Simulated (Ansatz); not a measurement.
Crystal: HfB2.

```
CELL_PARAMETERS angstrom
3.14000 0.00000 0.00000
-1.57000 2.71932 0.00000
0.00000 0.00000 3.48000
ATOMIC_POSITIONS crystal
Hf 0.00000 0.00000 0.00000
B 0.66667 0.33333 0.50000
B 0.33333 0.66667 0.50000
```

* Program: Ansatz 0.2.0
* Task: relaxation of cell and atoms
* Functional: RPBE
* Dispersion: D3(BJ)
* Potentials or basis: Ansatz PAW
* Cutoff: 420 eV (not typed: the program's choice for these potentials)
* k mesh: 10 × 10 × 8
* Occupations: fermi-dirac, width 0.05 eV
* Spin: no spin polarisation

At the start: volume 9.90 Å³/atom.

Problem. Where does the relaxation end?

Solution. It ends after 7 steps and the volume is 8.87 Å³/atom (-10.5 %); space group P6/mmm (No. 191, to 0.05 Å).

The path:
| step | energy change (eV) | largest force (eV/Å) | volume (Å³) |
| --- | --- | --- | --- |
| 1 | 0.0000 | 0.0000 | 29.71 |
| 2 | -0.2996 | 0.0000 | 26.74 |
| 3 | -0.3023 | 0.0000 | 26.58 |
| 4 | -0.3037 | 0.0000 | 26.61 |
| 5 | -0.3011 | 0.0000 | 26.61 |
| 6 | -0.3011 | 0.0000 | 26.61 |
| 7 | -0.3011 | 0.0000 | 26.61 |

Final structure:
```
CELL_PARAMETERS angstrom
3.03758 0.00000 0.00000
-1.51879 2.63063 0.00000
0.00000 0.00000 3.32956
ATOMIC_POSITIONS crystal
Hf 0.00000 0.00000 0.00000
B 0.66667 0.33333 0.50000
B 0.33333 0.66667 0.50000
```

Caveat: the plane-wave basis is chosen anew once the cell has moved, so the energies of steps on either side of that aren't comparable; the volume moved by -10 % from the deposited cell, more than functionals usually miss; the PAW data sets come from PBE, with cores solved anew for the run's functional, which leaves a small shift of forces and pressure.
